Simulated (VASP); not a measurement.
## BN: relaxation of cell and atoms with PBEsol+D3(BJ)

BN:

```xyz
2
Lattice="0.0000 1.8130 1.8130 1.8130 0.0000 1.8130 1.8130 1.8130 0.0000" Properties=species:S:1:pos:R:3 pbc="T T T"
N     0.9065    0.9065    0.9065
B     0.0000    0.0000    0.0000
```

The cell is a database's computed one.

```yaml
Program: VASP 6.6.1
Task: relaxation of cell and atoms
Functional: PBEsol
Dispersion: D3(BJ)
Potentials_or_basis: VASP PAW PBE potentials, release 64 (N, B)
Cutoff: 600 eV
k_mesh: 13 × 13 × 13
Occupations: fermi-dirac, width 0.05 eV
Spin: no spin polarisation
Further_INCAR_settings: ALGO = Normal; EDIFF = 1e-06; IBRION = 2; EDIFFG = -0.005; NSW = 40; ISIF = 3
```

```yaml
Relaxed_volume: 5.80 Å³/atom
Relaxed_cell: a = 2.542 Å, b = 2.542 Å, c = 2.542 Å, α = 60.00°, β = 60.00°, γ = 60.00°
Space_group_after_relaxing_to_0.05_Å: F-43m (No. 216)
Energy_gained_by_relaxing: 4.9 meV/atom
Ionic_steps: 3
Pressure_after_relaxing: 0.0 GPa
Band_gap_on_the_k_mesh: 4.37 eV, indirect (least direct gap 8.84 eV)
Dispersion_energy_per_atom: -0.146 eV
```

The path:
```
step  energy change (eV)  largest force (eV/Å)  pressure (GPa)  volume (Å³)
   1              0.0000                0.0000           -9.93        11.92
   2              0.0010                0.0000           11.37        11.29
   3             -0.0099                0.0000           -0.05        11.61
```

Final structure:
```yaml
crystal:
  lattice:
    - [0.00000, 1.79713, 1.79713]
    - [1.79713, 0.00000, 1.79713]
    - [1.79713, 1.79713, 0.00000]
  atoms:
    - { symbol: N, position: [0.25000, 0.25000, 0.25000] }
    - { symbol: B, position: [0.00000, 0.00000, 0.00000] }
```

Levels at points of the mesh, in eV from the valence-band top:
```csv
k point,band 1,band 2,band 3,band 4,band 5,band 6,band 7,band 8
"(0.00, 0.00, 0.00)",-20.45,0.00,0.00,0.00,8.84,8.84,8.84,10.55
```

It took 7.4 s on 1 thread of Intel(R) Xeon(R) 6975P-C (Granite Rapids), with other jobs on the host, peak memory 0.14 GiB.

Caveat: the PAW data sets were made with another functional, which shifts forces and pressure a little; an odd mesh through Γ misses points on the zone boundary, where band edges often lie. Expect the measured gap to be larger: semilocal functionals such as PBEsol lack the derivative discontinuity.
